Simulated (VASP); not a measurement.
A run of VASP 6.6.1:

INCAR

```
SYSTEM = N
  PREC = Accurate
  ENCUT = 520
  EDIFF = 1E-6
  ISMEAR = 0
  SIGMA = 0.15
  LREAL = .False.
  LASPH = .True.
  NELM = 100
  ALGO = Normal
  ISIF = 2
  LWAVE = .False.
  LCHARG = .False.
  GGA = PS
  NBANDS = 18
```

The input KPOINTS:

```
Automatic mesh
0
Gamma
  12 12 2
  0 0 0
```

The input POSCAR:

```
N
1.0
   -1.8834387582      0.0000000000      0.0000000000
   -0.9417193791     -1.6311058110      0.0000000000
   -0.0784766149     -0.1359254843     13.3178253046
N
4
Direct
    0.3333333333      0.2604166667      0.8750000000
    0.3333333333      0.3020833333      0.3750000000
    0.6666666667      0.6562500000      0.1250000000
    0.6666666667      0.6145833333      0.6250000000
```

Potentials or basis: VASP PAW PBE potentials, release 64 (N).

The run is started by

```bash
$ cat potpaw_PBE.64/N/POTCAR > POTCAR
$ mpirun -np 1 vasp_std > vasp.out
```

Hardware: 1 thread of Intel(R) Xeon(R) Platinum 8375C CPU @ 2.90GHz (Ice Lake), with other jobs on the host.

Problem. How long does it take, and how much memory?

Solution. Wall time 110 s on 1 thread of Intel(R) Xeon(R) Platinum 8375C CPU @ 2.90GHz (Ice Lake) (shared host), peak memory 0.19 GiB. Counts: scf iterations 13, k points 148.
